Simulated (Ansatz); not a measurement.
ScAl$_{2}$: zone-centre modes

All numbers below come from DFT r2SCAN, scalar-relativistic, plane waves, PAW in Ansatz. The runs took a 500 eV cutoff, a Γ-centred 12×12×12 mesh and Gaussian smearing (0.15 eV). No spin polarisation.

Reference structure (relaxed at this level; it needn't be the usual structure):

```
Sc Al
1.0
     0.00000    3.77765    3.77765
     3.77765    0.00000    3.77765
     3.77765    3.77765    0.00000
Sc Al
2 4
Direct
  0.50000 0.50000 0.50000
  0.75000 0.75000 0.75000
  0.12500 0.12500 0.12500
  0.62500 0.12500 0.12500
  0.12500 0.62500 0.12500
  0.12500 0.12500 0.62500
```

Harmonic modes by finite displacements of 0.02 Å, without the LO–TO term.

(1) At this geometry, is the structure stable against these modes?

(2) List the wavenumbers in cm⁻¹.

Results:

(1) Yes: no mode is imaginary beyond 10 cm⁻¹, and only the three translations lie near zero.

(2) 0, 0, 0, 176, 176, 176, 206, 206, 206, 212, 212, 212, 271, 271, 358, 358, 358, 474.

Cost: 1 run of about 5 core-minutes, on Arm Neoverse V2 (shared hosts).